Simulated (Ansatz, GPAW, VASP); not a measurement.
## One calculation of NiO, 3 ways

```
CELL_PARAMETERS angstrom
0.00000 2.08590 2.08590
2.08590 0.00000 2.08590
2.08590 2.08590 0.00000
ATOMIC_POSITIONS crystal
Ni 0.00000 0.00000 0.00000
O 0.50000 0.50000 0.50000
```

Alike in all runs: task single point; functional RPBE; k mesh 11 × 11 × 11; occupations gaussian, width 0.1 eV; collinear spin, ferromagnetic start; no spin-orbit coupling. The measured crystal is an antiferromagnetic insulator; the state found here is the runs' own. Pressure is positive in compression and, in plane waves, holds the error of the finite cutoff.

| program and potentials | plane-wave cutoff (eV) | notes | pressure (GPa) | net moment per atom (μB) |
| --- | --- | --- | --- | --- |
| VASP, PBE PAW files Ni, O, 520 eV | 520 | potentials made for PBE; 8 valence electrons an atom on average | 12.89 | 0.90 |
| Ansatz, all-electron LAPW, scalar-relativistic | - | - | 13.64 | 0.93 |
| GPAW, the program's PAW data sets (release 1.2.1) made for this functional | 800 | 11 valence electrons an atom on average; this data set often lies off other programs | 17.61 | 0.91 |

The pressure spans 12.89 (VASP, PBE PAW files Ni, O, 520 eV) to 17.61 GPa (GPAW, the program's PAW data sets (release 1.2.1) made for this functional), with all-electron results at 13.64. The net moment per atom spans 0.90 (VASP, PBE PAW files Ni, O, 520 eV) to 0.93 μB (Ansatz, all-electron LAPW, scalar-relativistic), with all-electron results at 0.93. The cell lies far from this level's equilibrium. The state is the one that the start led to, which needn't be the lowest.

Differences between rows come from potentials, basis sets and numerical settings, since the functional is the same but for its coding. Runs on potential files found faulty are left out.

All three runs place the cell under compression, so RPBE favours a larger NiO lattice in this ferromagnetic state. This is the functional's usual tendency: its strong gradient enhancement favours inhomogeneous densities and weakens bonding. The GPAW pressure of 17.61 GPa stands apart, yet its moment lies between the other two, which suggests a difference in the description of the cores or basis rather than a different magnetic solution.

The moments are close to the spin-only value for octahedral Ni(II), with filled t2g and half-filled, antibonding eg states, but fall short of it. Covalency with oxygen alone cannot explain the shortfall, since it only moves spin within the cell. A non-integer cell moment instead points to partly filled bands in both spin channels, hence probably a metal, in contrast to the known insulator. Likely causes are the semilocal treatment of the Ni d electrons, which underestimates their splitting, and the parallel spin order, which broadens the eg bands. The agreement in moment therefore supports the consistency of the programs, not this picture of NiO's electronic structure.
